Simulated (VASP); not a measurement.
Wanted: the native input for a VASP 6.6.1 run.

* Task: single point
* Functional: PBE
* Potentials or basis: VASP PAW PBE potentials, release 64 (Cd, O)
* Cutoff: 520 eV
* k mesh: 9 × 9 × 1
* Occupations: fermi-dirac, width 0.05 eV
* Spin: no spin polarisation
* Dipole correction: yes
* Further INCAR settings: ALGO = Normal; EDIFF = 1e-07; NBANDS = 52

The structure of Cd5O4 lies in POSCAR:

```
Cd5O4
1.0
    3.3207855765      0.0000000000      0.0000000000
   -1.6603927882      2.8758846698      0.0000000000
    0.0000000000      0.0000000000     25.8456402768
Cd O
5 4
Direct
    0.6666666667      0.3333333333      0.2901843375
    0.3333333333      0.6666666667      0.3950921687
    0.0000000000      0.0000000000      0.5000000000
    0.6666666667      0.3333333333      0.6049078313
    0.3333333333      0.6666666667      0.7098156625
    0.0000000000      0.0000000000      0.3426382531
    0.6666666667      0.3333333333      0.4475460844
    0.3333333333      0.6666666667      0.5524539156
    0.0000000000      0.0000000000      0.6573617469
```

The cell isn't the ideal one: the (1 1 1) slab of CdO, cut from the database cell, not relaxed.

The input as run:

INCAR

```
SYSTEM = Cd5O4
PREC = Accurate
ENCUT = 520
EDIFF = 1E-7
ISMEAR = -1
SIGMA = 0.05
LREAL = .FALSE.
LASPH = .TRUE.
NELM = 60
ALGO = Normal
ISIF = 2
LWAVE = .FALSE.
LCHARG = .FALSE.
LDIPOL = .TRUE.
IDIPOL = 3
DIPOL = 0.5 0.5 0.500
GGA = PE
NBANDS = 52
```

KPOINTS

```
Automatic mesh
0
G
  9 9 1
  0 0 0
```

Potentials or basis: VASP PAW PBE potentials, release 64 (Cd, O).

Launch:

```sh
$ cat potpaw_PBE.64/Cd/POTCAR potpaw_PBE.64/O/POTCAR > POTCAR
$ mpirun -np 1 vasp_std > vasp.out
```

It gave:

```yaml
Largest_force: 0.556 eV/Å
Band_gap_on_the_k_mesh: none (metal or under the smearing width)
```

It took 4.1 min on 1 thread of AMD EPYC 9R45 (Zen 5), on a shared host, peak memory 0.38 GiB.
